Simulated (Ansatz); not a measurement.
**Cu (Copper): how the settings move a single-point run**

How sensitive is a single-point run of Cu (Copper) to its settings? A reference run comes first, then one run with altered input.

Program: Ansatz 0.2.0. Level of theory: reference: DFT, LDA, PAW with Ansatz's default frozen-core files, scalar-relativistic. These are calculated values, not measurements.

1 further run of the same task is left out (it didn't finish).

## Step 1: The structure to begin with

The structure is cubic, space group Fm-3m (No. 225). The conventional cell has a = 3.615 Å, b = 3.615 Å, c = 3.615 Å, α = 90.00°, β = 90.00°, γ = 90.00°. Cu (site symmetry m-3m) is surrounded by 12 Cu at 2.56 Å.

Coordinates:

```cif
data_structure
_symmetry_space_group_name_H-M 'Fm-3m'
_symmetry_Int_Tables_number 225
_cell_length_a 3.6150
_cell_length_b 3.6150
_cell_length_c 3.6150
_cell_angle_alpha 90.000
_cell_angle_beta 90.000
_cell_angle_gamma 90.000
_cell_volume 47.24
loop_
_atom_site_label
_atom_site_type_symbol
_atom_site_symmetry_multiplicity
_atom_site_Wyckoff_symbol
_atom_site_fract_x
_atom_site_fract_y
_atom_site_fract_z
_atom_site_occupancy
Cu1 Cu 4 a 0.00000 0.00000 0.00000 1
```

## Step 2: Baseline

input.yaml reads:

```yaml
crystal:
  lattice:
    - [0.0, 1.8075, 1.8075]
    - [1.8075, 0.0, 1.8075]
    - [1.8075, 1.8075, 0.0]
  atoms:
    - { symbol: Cu, position: [0.0, 0.0, 0.0], spin: 0.7 }
magnetization:
  spin_polarized: true
kpoints:
  mp_grid: { grid: [16, 16, 16] }
scf:
  occupations: { method: fermi_dirac, width: 0.05 }
  lower_state_search: "off"
hamiltonian:
  xc: lda
  pseudopotentials: { kind: paw }
output:
  forces: true
  stress: true
  eigenvalues: true
  populations: true
  dos: { projected: true, de: 0.1, e_range: [-8, 5] }
  write_density: true
  write_potential: true
  elf: true
  volumetric_format: npy
```

On the command line:

```sh
ansatz run input.yaml --threads 1 --pin off --max-ram 3072MiB --backend cpu --events-out ev --progress --plain --runs-dir out
```

From the output:

```text
[...]
Basis set: ecut = 420 eV, 259 PW (Γ)
[...]
Magnetic group: BNS 225.116 (UNI 1618), of the structure as read, at distance tolerance 2.3e-5 Å
k-points: 145 of 4096
[...]
SCF iter   1: F=—  HF=-6556.742831 eV  |F-HF|=—  |Δ(HF+E_count)|=         —  Δρ=2.18e-1 (↑2.18e-1 ↓8.07e-2)  dr2=6.14e0  dr2_m=5.96e-1  M=0.134 μB ∫|m|=0.174 μB  β_m=0.30  ethr=3.10e-3  ⟨swp⟩=5.4  Hψ=20191  notcnv=0
preconditioner: auto → none  [metal: Δε(μ)=0.044 eV  Ē_g=15.727 eV  σ=0.050 eV  W_gap=0.21  n_scr=0 (ndim 8)  ℏωp=35.8 eV  f_vac=0.000  D(μ)=0.38/eV (n_scr^D=0)]
SCF iter   2: F=—  HF=-6555.930238 eV  |F-HF|=—  |Δ(HF+E_count)|=   8.13e-1  Δρ=1.17e-1 (↑2.96e-2 ↓1.17e-1)  dr2=5.02e-1  dr2_m=5.23e-1  M=0.033 μB ∫|m|=0.069 μB  β_m=0.30  ethr=3.10e-3  ⟨swp⟩=2.9  Hψ=11171  notcnv=0  defer=63
[...]
SCF iter  12: F=-6555.683498 eV  HF=-6555.683498 eV  |F-HF|=2.03e-10  |Δ(HF+E_count)|=   1.40e-8  Δρ=2.20e-6 (↑2.20e-6 ↓6.95e-7)  dr2=2.17e-10  dr2_m=1.92e-10  M=-0.000 μB ∫|m|=0.000 μB  β_m=0.95  ethr=3.69e-11  ⟨swp⟩=4.3  Hψ=18771  notcnv=0
SCF iter  13: F=-6555.683498 eV  HF=-6555.683498 eV  |F-HF|=9.09e-13  |Δ(HF+E_count)|=  1.22e-10  Δρ=1.51e-7 (↑3.72e-8 ↓1.51e-7)  dr2=1.34e-12  dr2_m=7.36e-13  M=-0.000 μB ∫|m|=0.000 μB  ethr=1.14e-12  ⟨swp⟩=3.6  Hψ=16973  notcnv=0
[...]
SCF converged after 13 iterations
Magnetization: -0.0000 μB (9.5000 up, 9.5000 down)
[...]
Free energy (F): -6555.683498 eV
[...]
E sigma→0 (E₀):  -6555.682236 eV
[...]
Fermi energy:    16.289053 eV
[...]
  P = ⅓ Tr σ = -12.4556 GPa (-124.556 kbar)
[...]
```

It took 6.5 s on 1 thread of Arm Neoverse V1, shared host; peak memory 0.28 GiB.

## Step 3: Variant: lower_state_search light

input.yaml: that of step 2 with these lines changed.

```diff
@@ -13,3 +13,3 @@
   occupations: { method: fermi_dirac, width: 0.05 }
-  lower_state_search: "off"
+  lower_state_search: light
 hamiltonian:
@@ -21,7 +21 @@
   eigenvalues: true
-  populations: true
-  dos: { projected: true, de: 0.1, e_range: [-8, 5] }
-  write_density: true
-  write_potential: true
-  elf: true
-  volumetric_format: npy
```

On the command line:

```sh
ansatz run input.yaml --threads 1 --pin off --max-ram 3072MiB --backend cpu --events-out ev --progress --plain --runs-dir out
```

Log:

```text
Engine: ansatz 0.2.0
Pseudopotentials: kind: paw
Pseudopotential: Cu, paw, valence charge 19, recommended cutoff 420 eV (normal)
Functional definition: SPW92
  exchange = slater_x
  correlation = pw_c
Crystal: 1 atoms, lattice volume = 11.810 Å³
Basis set: ecut = 420 eV, 259 PW (Γ)
Bands: 14, of which v1, the nominal top of the filled ones, is band 10 counted from 1 (9 counted from 0)
Symmetry: 48 space group operations
Space group: Fm-3m (ITA 225), of the structure as read, at distance tolerance 2.3e-5 Å
Magnetic group: BNS 225.116 (UNI 1618), of the structure as read, at distance tolerance 2.3e-5 Å
k-points: 145 of 4096
Non-local potential: Cu, projectors of the file, l = 0: 3, l = 1: 2, l = 2: 3, l = 3: 1
PAW form: soft (Blöchl's): semilocal exchange-correlation on the pseudo side does not see the compensation charge
PAW frozen core: Cu, regenerated for the run's functional, and the local potential with it (the file was generated under x = pbe(κ = 0.804, μ = 0.2195149727645171), c = pbe(β = 0.06672455060314922))
PAW one-centre angular grid: Cu, 590 points (default); XC on 64 Gauss nodes
Initial density: superposition of atomic densities (chi_scale 0.1, normalization cell)
Starting moments: Σ|m| = 0.7 μB on 1 of 1 site
Initial wavefunctions: pseudopotential atomic-orbital guess
Functional: x = slater, c = lda
SCF iter   1: F=—  HF=-6556.742831 eV  |F-HF|=—  |Δ(HF+E_count)|=         —  Δρ=2.18e-1 (↑2.18e-1 ↓8.07e-2)  dr2=6.14e0  dr2_m=5.96e-1  M=0.134 μB ∫|m|=0.174 μB  β_m=0.30  ethr=3.10e-3  ⟨swp⟩=5.4  Hψ=20191  notcnv=0
preconditioner: auto → none  [metal: Δε(μ)=0.044 eV  Ē_g=15.727 eV  σ=0.050 eV  W_gap=0.21  n_scr=0 (ndim 8)  ℏωp=35.8 eV  f_vac=0.000  D(μ)=0.38/eV (n_scr^D=0)]
SCF iter   2: F=—  HF=-6555.930238 eV  |F-HF|=—  |Δ(HF+E_count)|=   8.13e-1  Δρ=1.17e-1 (↑2.96e-2 ↓1.17e-1)  dr2=5.02e-1  dr2_m=5.23e-1  M=0.033 μB ∫|m|=0.069 μB  β_m=0.30  ethr=3.10e-3  ⟨swp⟩=2.9  Hψ=11171  notcnv=0  defer=63
SCF iter   3: F=—  HF=-6555.681236 eV  |F-HF|=—  |Δ(HF+E_count)|=   2.49e-1  Δρ=6.12e-2 (↑6.12e-2 ↓3.60e-2)  dr2=7.60e-2  dr2_m=2.50e-1  M=0.041 μB ∫|m|=0.069 μB  β_m=0.30  ethr=2.64e-3  ⟨swp⟩=2.4  Hψ=8994  notcnv=0  defer=85
SCF iter   4: F=—  HF=-6555.666909 eV  |F-HF|=—  |Δ(HF+E_count)|=   1.43e-2  Δρ=3.93e-2 (↑3.93e-2 ↓3.34e-2)  dr2=3.15e-3  dr2_m=1.43e-1  M=0.028 μB ∫|m|=0.052 μB  β_m=0.30  ethr=4.00e-4  ⟨swp⟩=2.9  Hψ=7551  notcnv=0  defer=83
SCF iter   5: F=—  HF=-6555.673783 eV  |F-HF|=—  |Δ(HF+E_count)|=   6.87e-3  Δρ=2.83e-2 (↑2.62e-2 ↓2.83e-2)  dr2=3.17e-4  dr2_m=8.04e-2  M=0.021 μB ∫|m|=0.040 μB  β_m=0.30  ethr=1.66e-5  ⟨swp⟩=1.6  Hψ=5385  notcnv=0  defer=83
SCF iter   6: F=—  HF=-6555.678068 eV  |F-HF|=—  |Δ(HF+E_count)|=   4.29e-3  Δρ=2.12e-2 (↑1.96e-2 ↓2.12e-2)  dr2=1.63e-4  dr2_m=4.50e-2  M=0.015 μB ∫|m|=0.031 μB  β_m=0.30  ethr=1.67e-6  ⟨swp⟩=2.2  Hψ=5512  notcnv=0  defer=83
Mixer restart at iter 6: flushing history
spin-set hold released at iteration 6 (site moments contracting): the magnetisation degrees of freedom join the quasi-Newton model from the next iteration; the mixer history was flushed
SCF iter   7: F=—  HF=-6555.680435 eV  |F-HF|=—  |Δ(HF+E_count)|=   2.37e-3  Δρ=1.55e-2 (↑1.51e-2 ↓1.55e-2)  dr2=1.26e-5  dr2_m=2.53e-2  M=0.011 μB ∫|m|=0.024 μB  β_m=0.65  ethr=8.57e-7  ⟨swp⟩=1.5  Hψ=4747  notcnv=0  defer=83
SCF iter   8: F=—  HF=-6555.684090 eV  |F-HF|=—  |Δ(HF+E_count)|=   3.66e-3  Δρ=3.20e-3 (↑2.70e-3 ↓3.20e-3)  dr2=2.22e-3  dr2_m=9.46e-6  M=-0.000 μB ∫|m|=0.002 μB  β_m=0.45  ethr=6.62e-8  ⟨swp⟩=2.5  Hψ=8069  notcnv=0  defer=83
SCF iter   9: F=—  HF=-6555.683486 eV  |F-HF|=—  |Δ(HF+E_count)|=   6.04e-4  Δρ=4.04e-4 (↑4.04e-4 ↓2.46e-4)  dr2=1.37e-5  dr2_m=6.58e-6  M=-0.000 μB ∫|m|=0.002 μB  β_m=0.64  ethr=6.62e-8  ⟨swp⟩=3.0  Hψ=8768  notcnv=0  defer=83
SCF iter  10: F=—  HF=-6555.683495 eV  |F-HF|=—  |Δ(HF+E_count)|=   8.38e-6  Δρ=1.67e-4 (↑1.67e-4 ↓1.01e-4)  dr2=1.32e-6  dr2_m=1.51e-6  M=-0.000 μB ∫|m|=0.001 μB  β_m=0.82  ethr=6.62e-8  ⟨swp⟩=1.5  Hψ=4751  notcnv=0  defer=83
SCF iter  11: F=—  HF=-6555.683498 eV  |F-HF|=—  |Δ(HF+E_count)|=   2.73e-6  Δρ=1.41e-5 (↑7.16e-6 ↓1.41e-5)  dr2=7.01e-9  dr2_m=1.07e-8  M=-0.000 μB ∫|m|=0.000 μB  β_m=0.89  ethr=5.26e-10  ⟨swp⟩=4.4  Hψ=16246  notcnv=0
SCF iter  12: F=—  HF=-6555.683498 eV  |F-HF|=—  |Δ(HF+E_count)|=   1.43e-8  Δρ=2.20e-6 (↑2.20e-6 ↓6.95e-7)  dr2=2.17e-10  dr2_m=1.92e-10  M=-0.000 μB ∫|m|=0.000 μB  β_m=0.95  ethr=3.69e-11  ⟨swp⟩=3.1  Hψ=10057  notcnv=0
SCF iter  13: F=-6555.683498 eV  HF=-6555.683498 eV  |F-HF|=1.82e-12  |Δ(HF+E_count)|=  1.11e-10  Δρ=1.48e-7 (↑3.75e-8 ↓1.48e-7)  dr2=1.29e-12  dr2_m=7.07e-13  M=-0.000 μB ∫|m|=0.000 μB  ethr=1.14e-12  ⟨swp⟩=2.3  Hψ=8174  notcnv=0
SCF 1 converged in 13 iterations: F = -6555.683498 eV  dr2 = 1.29e-12
WARN: the starting moments were not kept: the SCF closed with an absolute magnetisation of 4.7e-7 μB, where they sum to 0.7 μB in size (1 site). That is at most 0.1 of that sum. Measured as dr2_m measures the in/out step, that magnetisation stands 1.7e-13 eV from none, at or under the dr2_threshold of 1.0e-7 eV: it is no larger than a step whose dr2_m would equal this threshold. The system may hold no moment; this SCF shows only that its start led to no more than that. To try another start: raise the starting moments (crystal.atoms[].spin, magnetization.per_species, magnetization.initial_magnetization, or on a non-collinear deck that types none of these the spinor_matrix: blocks that start its atoms; where the total moment is fixed, keep their sum and leave initial_magnetization as it is; typed ones take the place of any that the run laid by itself, positive ones on a crystal's lanthanoids without a Hubbard term where scf.initial_density.shell_occupations: [] is typed) or, if the notice of its spin-set hold's release reads "site moments contracting" or "site moments show no strong build", lengthen the hold (scf.mixing.spin_hold: { on: { confirm: 4 } }; for m-r²SCAN on two components see the key's manual first). Each may lead to a state that holds a moment. A second SCF, from the converged charge density, with the starting moments and any scf.initial_density.shell_occupations laid on it anew, would have followed, and was not run: the deck does not ask for one (magnetization.retry_lost_moments is false, the default). To let it run, set magnetization.retry_lost_moments: true and run the deck again, where that key's refused combinations let it; where memory then withholds it, that run's warning says so.
SCF converged after 13 iterations
Magnetization: -0.0000 μB (9.5000 up, 9.5000 down)
Absolute magnetization: 0.0000 μB (∫|ρ↑−ρ↓|, with the PAW one-centre terms)
Spin contamination: 0.0000 ħ² per cell (⟨S²⟩ above its minimum at these occupations)
Per-site moments (μB) at R_I (Å): [(5.092797661688956e-8, 1.054428793270615)]
Free energy (F): -6555.683498 eV
Harris-Foulkes:  -6555.683498 eV  (|F-HF|=1.82e-12)
Internal energy: -6555.680974 eV  (E = F + TS)
E sigma→0 (E₀):  -6555.682236 eV
Entropy (-TS):   -0.002523 eV (-2.523 meV/atom)
Fermi energy:    16.289053 eV
--- Per-component energies (eV) ---
  E_band       = -363.934070
  E_kinetic    = 300.459143
  E_local      = -4052.865005  (includes V_loc(G=0)·N_el)
  E_nonlocal   = 394.056787
  E_hartree    = 1780.966413
  E_xc         = -89.104544
  E_vxc        = -115.562163  (∫ρ·V_xc dr)
  E_paw        = -1593.189953  (= ΣΔE_a)
  E_vpaw       = -451.955782  (= ΣTr[D̂ρ^β])
  E_aug_tail   = 0.000220  (compensation charges beyond the density's cutoff)
  E_ewald      = -3296.453696
  E_core_change = 0.449660  (= ΣΔE_core)
  E_smearing   = -0.002523  (= −TS)
  E_closure    = 0.000000  (closes the sum)
  Σ components = -6555.683498   (vs F -6555.683498, Δ=0.00e0)
--- Forces (eV/Å), atoms counted from 1 ---
  atom   1  Cu    -0.00000000     0.00000000     0.00000000
  max |Σ_I F_I| component: 3.08e-32 eV/Å
--- Stress (GPa, compression-positive) ---
      -12.455609       0.000000       0.000000
        0.000000     -12.455609      -0.000000
        0.000000       0.000000     -12.455609
  P = ⅓ Tr σ = -12.4556 GPa (-124.556 kbar)
--- Band table (eV; the first three rows and the last of 290) ---
  k-point 0 ↑: bands = ["-95.4122", "-53.1659", "-53.1659", "-53.1659", "6.9104", "13.2887", "13.2887", "13.2887", "14.1380", "14.1380", "39.0459", "41.3300", "41.3300", "41.3300"]
  k-point 1 ↑: bands = ["-95.4117", "-53.1701", "-53.1665", "-53.1665", "7.0530", "13.2583", "13.3162", "13.3162", "14.1273", "14.1273", "38.0775", "39.9717", "40.8976", "40.8976"]
  k-point 2 ↑: bands = ["-95.4100", "-53.1820", "-53.1683", "-53.1683", "7.4748", "13.1780", "13.3843", "13.3843", "14.1086", "14.1086", "35.0754", "39.5904", "40.1464", "40.1464"]
  k-point 144 ↓: bands = ["-95.3931", "-53.2395", "-53.2395", "-53.2087", "12.1788", "12.7766", "12.7766", "14.0950", "14.8572", "22.4951", "22.4951", "24.6871", "24.9519", "44.4836"]
```

Wall time 4.7 s (1 thread of Arm Neoverse V1, shared host); peak memory 0.28 GiB.

The changed input (search for lower states) leaves the energy the same to the digits printed.

## Step 4: All runs together

| run | ending | energy change | pressure (GPa) | gap (eV) | force (eV/Å) | cycles | time |
| --- | --- | --- | --- | --- | --- | --- | --- |
| reference | converged | 0 | -12.5 | 0.00 | 0.00 | 13 | 6.5 s |
| 1: lower_state_search light | converged | 0.0 meV/atom | -12.5 | 0.00 | 0.00 | 13 | 4.7 s |

Times don't compare one to one where runs were asked for different outputs or read a saved state (see the inputs); cycles may leave out searches for a lower state.

Residual by cycle in the longest SCF loop of each run; runs are numbered as in the table. The quantity is the density residual dr2, in eV.

| cycle | reference | run 1 |
| --- | --- | --- |
| 1 | 6.14 | 6.14 |
| 2 | 0.502 | 0.502 |
| 3 | 0.076 | 0.076 |
| 4 | 0.00315 | 0.00315 |
| 5 | 3.2e-4 | 3.2e-4 |
| 6 | 1.6e-4 | 1.6e-4 |
| 8 | 0.00222 | 0.00222 |
| 9 | 1.4e-5 | 1.4e-5 |
| 10 | 1.3e-6 | 1.3e-6 |
| 11 | 7.0e-9 | 7.0e-9 |
| 12 | 2.2e-10 | 2.2e-10 |
| 13 | 1.3e-12 | 1.3e-12 |

The changed input (search for lower states) leaves the energy the same to the digits printed. The structure is not at rest: the sound run finds -12 GPa, so these are no properties of the relaxed crystal. 
